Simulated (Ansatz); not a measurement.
The calculation used DFT PBE, scalar-relativistic, plane waves, PAW in Ansatz 0.2.0. All cells share a 420 eV cutoff and Γ-centred k meshes spaced at most about 0.3 Å⁻¹ (about 0.25 or finer for metals, 2π included). No spin polarisation.

These are static total energies at zero pressure.

Problem. Order these relaxed structures of LiSe6 by energy, lowest first, with the energy over the lowest of them.
A.

```xyz
7
Lattice="8.1847 0.0000 0.0000 -4.0923 7.0881 0.0000 0.0000 0.0000 3.9107" Properties=species:S:1:pos:R:3 pbc="T T T"
Li    0.0000    0.0000    0.0000
Se   -1.2312    2.1325    1.9554
Se    2.8611    4.9557    1.9554
Se    2.4624    0.0000    1.9554
Se   -2.8611    4.9557    1.9554
Se    1.2312    2.1325    1.9554
Se    5.7223    0.0000    1.9554
```

B.

```xyz
7
Lattice="6.7314 0.0000 0.0000 0.0000 6.7314 0.0000 0.0000 0.0000 6.7314" Properties=species:S:1:pos:R:3 pbc="T T T"
Li    0.0000    0.0000    0.0000
Se    5.5817    3.3657    3.3657
Se    1.1497    3.3657    3.3657
Se    3.3657    3.3657    5.5817
Se    3.3657    3.3657    1.1497
Se    3.3657    1.1497    3.3657
Se    3.3657    5.5817    3.3657
```

Solution. A (0 meV/atom), B (180 meV/atom). Forms: A P6/mmm; B Pm-3m. Counting Se atoms around Li (those within 1.25 times the shortest such distance or 1.15 times the sum of covalent radii; the shortest distance is added where it is long for a bond): A has Li 12 from 3.1 Å; B has Li 24 from 4.9 Å. A holds Se–Se units of three or more atoms (shortest 2.46 Å); B holds Se–Se pairs (shortest 2.30 Å). Both come from invented guesses. Even the lowest of the cells shown lies +0.13 eV/atom against the elements.

No dispersion correction is applied, so the spacing and binding between layers, chains or molecules are poorly described (P6/mmm, Pm-3m), and this can change margins and order among such cells. In P6/mmm, Pm-3m an odd number of electrons in the primitive cell allows no gap without spin; a larger cell or a magnetic state could open one. Cells relaxed within their symmetry can be saddle points. Some structure types and database cells were kept out of the candidates from the start, so a known form may be missing.
